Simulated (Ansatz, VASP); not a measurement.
## MgH2 in VASP and in Ansatz

The input INCAR:

```
PREC = Accurate
ENCUT = 520
EDIFF = 1E-8
ISMEAR = -1
SIGMA = 0.02
LREAL = Auto
LASPH = True
NELM = 100
ALGO = Normal
ISIF = 2
LWAVE = False
LCHARG = False
GGA = PE
LEFG = True
NBANDS = 34
```

Contents of KPOINTS:

```
Automatic mesh
0
Gamma
  6 3 6
```

The input POSCAR:

```
MgH2
1.0
    4.7219359600      0.0000000000      0.0000000000
    0.0000000000      9.3057905200      0.0000000000
    0.0000000000      0.0000000000      4.8702861200
Mg H
8 16
Direct
    0.2748243700      0.1178063900      0.0286191600
    0.2251756300      0.8821936100      0.5286191600
    0.7251756300      0.6178063900      0.4713808400
    0.7748243700      0.1178063900      0.4713808400
    0.7748243700      0.3821936100      0.9713808400
    0.2748243700      0.3821936100      0.5286191600
    0.2251756300      0.6178063900      0.0286191600
    0.7251756300      0.8821936100      0.9713808400
    0.5114215700      0.4747625000      0.2422186000
    0.0114215700      0.4747625000      0.2577814000
    0.0114215700      0.0252375000      0.7577814000
    0.9885784300      0.5252375000      0.7422186000
    0.3362610700      0.7038387800      0.3776530300
    0.3362610700      0.7961612200      0.8776530300
    0.4885784300      0.9747625000      0.2577814000
    0.9885784300      0.9747625000      0.2422186000
    0.8362610700      0.7961612200      0.6223469700
    0.8362610700      0.7038387800      0.1223469700
    0.5114215700      0.0252375000      0.7422186000
    0.4885784300      0.5252375000      0.7577814000
    0.6637389300      0.2038387800      0.1223469700
    0.1637389300      0.2961612200      0.8776530300
    0.1637389300      0.2038387800      0.3776530300
    0.6637389300      0.2961612200      0.6223469700
```

Input for Ansatz:

```yaml
crystal:
  lattice:
    - [4.72193596, 0.0, 0.0]
    - [0.0, 9.30579052, 0.0]
    - [0.0, 0.0, 4.87028612]
  atoms:
    - { symbol: Mg, position: [0.27482437, 0.11780639, 0.02861916] }
    - { symbol: Mg, position: [0.22517563, 0.88219361, 0.52861916] }
    - { symbol: Mg, position: [0.72517563, 0.61780639, 0.47138084] }
    - { symbol: Mg, position: [0.77482437, 0.11780639, 0.47138084] }
    - { symbol: Mg, position: [0.77482437, 0.38219361, 0.97138084] }
    - { symbol: Mg, position: [0.27482437, 0.38219361, 0.52861916] }
    - { symbol: Mg, position: [0.22517563, 0.61780639, 0.02861916] }
    - { symbol: Mg, position: [0.72517563, 0.88219361, 0.97138084] }
    - { symbol: H, position: [0.51142157, 0.4747625, 0.2422186] }
    - { symbol: H, position: [0.01142157, 0.4747625, 0.2577814] }
    - { symbol: H, position: [0.01142157, 0.0252375, 0.7577814] }
    - { symbol: H, position: [0.98857843, 0.5252375, 0.7422186] }
    - { symbol: H, position: [0.33626107, 0.70383878, 0.37765303] }
    - { symbol: H, position: [0.33626107, 0.79616122, 0.87765303] }
    - { symbol: H, position: [0.48857843, 0.9747625, 0.2577814] }
    - { symbol: H, position: [0.98857843, 0.9747625, 0.2422186] }
    - { symbol: H, position: [0.83626107, 0.79616122, 0.62234697] }
    - { symbol: H, position: [0.83626107, 0.70383878, 0.12234697] }
    - { symbol: H, position: [0.51142157, 0.0252375, 0.7422186] }
    - { symbol: H, position: [0.48857843, 0.5252375, 0.7577814] }
    - { symbol: H, position: [0.66373893, 0.20383878, 0.12234697] }
    - { symbol: H, position: [0.16373893, 0.29616122, 0.87765303] }
    - { symbol: H, position: [0.16373893, 0.20383878, 0.37765303] }
    - { symbol: H, position: [0.66373893, 0.29616122, 0.62234697] }
kpoints:
  mp_grid: { grid: [6, 3, 6] }
scf:
  occupations: { method: fermi_dirac, width: 0.02 }
hamiltonian:
  xc: pbe
  pseudopotentials: { kind: paw }
output:
  forces: true
  stress: true
  populations: true
  efg:
    quadrupole_moments_barn: { Mg: 0.1994, H: 0.00285783 }
    contact_densities: true
```

Measurements of this composition are mostly on another form, of space group No. 136.

Alike in both runs: task electric field gradients; functional PBE; k mesh 6 × 3 × 6; occupations fermi-dirac, width 0.02 eV; no spin polarisation.

```csv
,VASP,Ansatz
version,VASP 6.6.1,Ansatz 0.2.0
potentials or method,"VASP PAW PBE potentials, release 64 (Mg, H)","plane-wave PAW, scalar-relativistic"
plane-wave cutoff (eV),520,420
valence electrons in the cell,32,96
```

VASP gave:

- gap on the k mesh at the Fermi level (eV): 2.02
- pressure (GPa): 0.9
- largest component of the traceless stress (GPa): 0.25
- rms of the force components (eV/Å): 0.027
- Vzz of the field gradient on the site that differs most (V/Å²): 8.2

**Question.** Estimate Ansatz's values.

**Answer.** gap on the k mesh at the Fermi level (eV): 2.03; pressure (GPa): 1.3; largest component of the traceless stress (GPa): 0.26; rms of the force components (eV/Å): 0.027; Vzz of the field gradient on the site that differs most (V/Å²): 8.9.

Atom by atom the forces differ by 0.002 eV/Å (rms over components). With one functional, cell and mesh, what is left measures potentials, basis and numerics. The two sets of potentials don't hold the same shells in valence.

Caveats: an odd mesh through Γ misses points on the zone boundary, where band edges often lie. As with any semilocal functional, this PBE gap is likely too small.
